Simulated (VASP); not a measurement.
Set up this calculation in VASP 6.6.1, as the native input.

| Property | Result |
| --- | --- |
| Task | band structure |
| Functional | PBE |
| Potentials or basis | VASP PAW PBE potentials, release 64 (B, As) |
| Cutoff | 520 eV |
| k mesh | 10 × 10 × 10 |
| Occupations | gaussian, width 0.03 eV |
| Spin | no spin polarisation |
| Further INCAR settings | ALGO = Fast; EDIFF = 1e-06 |

The structure of BAs lies in POSCAR:

```
BAs                                     
1.0
    0.0000000000      2.3885000000      2.3885000000
    2.3885000000      0.0000000000      2.3885000000
    2.3885000000      2.3885000000      0.0000000000
  B               As            
     1     1
Direct
     0.0000000000000000    0.0000000000000000    0.0000000000000000
     0.2500000000000000    0.2500000000000000    0.2500000000000000
```

The input as run:

INCAR

```
SYSTEM = BAs
ALGO     = Fast           ! electronic algorithm
EDIFF    = 1E-6           ! SCF threshold, eV
ENCUT    = 520            ! plane-wave cutoff, eV
GGA      = PE             ! functional
ISIF     = 2              ! what is computed and relaxed
ISMEAR   = 0              ! smearing method
LASPH    = .True.         ! aspherical terms in the spheres
LCHARG   = .False.        ! write CHGCAR
LREAL    = .False.        ! projectors in reciprocal space
LWAVE    = .False.        ! write WAVECAR
NELM     = 80             ! most SCF steps
PREC     = Accurate       ! precision mode
SIGMA    = 0.03           ! smearing width, eV
```

KPOINTS

```
k-points
0
Gamma
  10 10 10
  0 0 0
```

KPOINTS_OPT

```
explicit points
302
Reciprocal
 0.0000000000  0.0000000000  0.0000000000 1
 0.0263157895  0.0000000000  0.0263157895 1
 0.0526315789  0.0000000000  0.0526315789 1
 0.0789473684  0.0000000000  0.0789473684 1
 0.1052631579  0.0000000000  0.1052631579 1
 0.1315789474  0.0000000000  0.1315789474 1
[... 294 lines left out ...]
 0.5094080200  0.0188160500  0.5094080200 1
 0.4905919800 -0.0188160500  0.4905919800 1
```

Potentials or basis: VASP PAW PBE potentials, release 64 (B, As).

Launch:

```bash
$ cat potpaw_PBE.64/B/POTCAR potpaw_PBE.64/As/POTCAR > POTCAR
$ mpirun -np 1 vasp_std > vasp.out
```

It gave:

The pressure is 3.4 GPa, the band gap on the k mesh is 1.18 eV, indirect (least direct gap 3.28 eV) and the band gap along the path is 1.18 eV, indirect (least direct gap 3.28 eV).

Wall time 38 s on 1 thread of Intel(R) Xeon(R) Platinum 8375C CPU @ 2.90GHz (Ice Lake) (shared host), peak memory 0.17 GiB.
